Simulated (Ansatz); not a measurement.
CdO (Monteponite), 2 atoms in the cell. The structure is cubic, space group Fm-3m (No. 225). The conventional cell has a = 4.699 Å, b = 4.699 Å, c = 4.699 Å, α = 90.00°, β = 90.00°, γ = 90.00°. Around Cd (site symmetry m-3m) lie 6 O at 2.35 Å. O (site symmetry m-3m) has 6 Cd at 2.35 Å as nearest neighbours. 

- Program: Ansatz 0.2.0
- Task: relaxation of cell and atoms
- Functional: BLYP
- Dispersion: D3(BJ)
- Potentials or basis: Ansatz PAW
- Cutoff: 420 eV (not typed: the program's choice for these potentials)
- k mesh: 10 × 10 × 10
- Occupations: fermi-dirac, width 0.05 eV
- Spin: no spin polarisation

Potentials or basis: Ansatz PAW.

Command:

```sh
$ ansatz run input.yaml --threads 2 --pin off --max-ram 5632MiB --backend cpu --events-out ev --progress --plain --runs-dir out
```

Hardware: 2 threads of Arm Neoverse V1, on a shared host.

Problem. Estimate the wall time of this run.

Solution. Run time: 3.9 s on 2 threads of Arm Neoverse V1 (shared host), peak memory 0.29 GiB. Counts: scf iterations 32, plane waves 531, k points 47, bands 17, ion steps 6.
